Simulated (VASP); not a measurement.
Here is a VASP 6.6.1 calculation.

Contents of INCAR:

```
PREC     = Accurate       # precision mode
ENCUT    = 600            # plane-wave cutoff, eV
EDIFF    = 1E-6           # SCF threshold, eV
ISMEAR   = 0              # smearing method
SIGMA    = 0.03           # smearing width, eV
LREAL    = F              # projectors in reciprocal space
LASPH    = T              # aspherical terms in the spheres
NELM     = 80             # most SCF steps
ALGO     = Normal         # electronic algorithm
ISIF     = 3              # what is computed and relaxed
LWAVE    = F              # write WAVECAR
LCHARG   = F              # write CHGCAR
GGA      = PS             # functional
IBRION   = 2              # ionic algorithm
NSW      = 90             # ionic steps
EDIFFG   = -0.01          # ionic threshold
```

Contents of KPOINTS:

```
regular mesh
0
Gamma
  10 10 10
```

File POSCAR:

```
NaH
1.0
    0.0000000000      2.4400000000      2.4400000000
    2.4400000000      0.0000000000      2.4400000000
    2.4400000000      2.4400000000      0.0000000000
Na H
1 1
Direct
    0.0000000000      0.0000000000      0.0000000000
    0.5000000000      0.5000000000      0.5000000000
```

Potentials or basis: VASP PAW PBE potentials, release 64 (Na_pv, H).

The run is started by

```bash
$ cat potpaw_PBE.64/Na_pv/POTCAR potpaw_PBE.64/H/POTCAR > POTCAR
$ mpirun -np 1 vasp_std > vasp.out
```

**Question.** Estimate the space group after relaxing (to 0.05 Å).

**Answer.** Fm-3m (No. 225).

**Question.** Predict the relaxed volume.

**Answer.** 13.76 Å³/atom.

Final structure:
```
Na H
1.0
     0.00000    2.39633    2.39633
     2.39633    0.00000    2.39633
     2.39633    2.39633    0.00000
Na H
1 1
Direct
  0.00000 0.00000 0.00000
  0.50000 0.50000 0.50000
```

Caveat: the PAW data sets were made with another functional, which shifts forces and pressure a little.
